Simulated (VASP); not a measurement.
## Na: single point with PBE0

Na:

```
Na
1.0
    -2.08482    2.08482    2.08482
     2.08482   -2.08482    2.08482
     2.08482    2.08482   -2.08482
Na
1
Cartesian
  0.0000 0.0000 0.0000
```

```yaml
Program: VASP 6.6.1
Task: single point
Functional: PBE0
Potentials_or_basis: VASP PAW PBE potentials, release 64 (Na_pv)
Cutoff: 520 eV
k_mesh: 6 × 6 × 6
Occupations: gaussian, width 0.1 eV
Spin: no spin polarisation
Grid_for_exact_exchange_PRECFOCK: Fast
Exchange_at_q_=_0: default
Further_INCAR_settings: ALGO = Normal; EDIFF = 1e-06; NBANDS = 10
```

The pressure is 0.4 GPa and the band gap on the k mesh is none (metal or under the smearing width).

Levels at points of the mesh, in eV from the Fermi level:
```csv
k point,band 1,band 2,band 3,band 4,band 5,band 6
"(0.00, 0.00, 0.00)",-28.38,-28.38,-28.38,-4.44,12.81,12.81
"(0.50, 0.00, 0.00)",-28.42,-28.40,-28.38,1.06,1.67,9.13
"(0.50, 0.50, 0.50)",-28.41,-28.41,-28.41,5.24,5.24,5.72
```

Run time: 73 s on 1 thread of Intel(R) Xeon(R) 6975P-C (Granite Rapids) (shared host), peak memory 0.16 GiB.

Caveat: the PAW data sets were made with another functional, which shifts forces and pressure a little.
